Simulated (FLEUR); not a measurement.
## RbBr under changes of volume

One of the cells (40.248 Å³/atom); the others are scaled copies at fixed shape and fractional positions:

```
Rb Br
1.0
     0.00000    3.42700    3.42700
     3.42700    0.00000    3.42700
     3.42700    3.42700    0.00000
Rb Br
1 1
Direct
  0.00000 0.00000 0.00000
  0.50000 0.50000 0.50000
```

- Program: FLEUR MaX-R8.1 (later development tree)
- Functional: PBE
- Potentials or basis: all-electron
- Basis: FLAPW
- Kmax: 4.1 1/bohr
- k mesh: 7 × 7 × 7
- Occupations: fermi-dirac, width 0.05 eV
- Spin: no spin polarisation

```tsv
volume (Å³/atom)	energy over the lowest point (meV/atom)	gap on the mesh (eV)
37.833	31.78	4.53
38.638	?	?
39.443	14.19	4.42
40.248	8.32	4.37
41.053	4.11	4.32
41.858	1.39	4.27
42.663	0.00	4.22
```

Question: What does the run at 38.638 Å³/atom give?

Answer: Energy over the lowest point 21.94 meV/atom; gap on the mesh 4.47 eV.

Worked out: A Birch-Murnaghan fit of order 3 (a polynomial in V^(-2/3)) to the other rows has its minimum at 43.21 Å³/atom, just outside them, with B0 = V·E''(V) = 11.7 GPa and B' = 5.1. It gives 21.94 meV/atom at 38.638 Å³/atom, against the run's 21.94. A straight line through the other rows of the gap, of slope -2.57 eV per unit of ln V (its deformation potential), gives 4.47 eV, against the run's 4.47.

Energies are extrapolated to zero smearing.

Caveats: an odd mesh through Γ misses points on the zone boundary, where band edges often lie (some runs). Spin-orbit coupling on Br, Rb is left out.
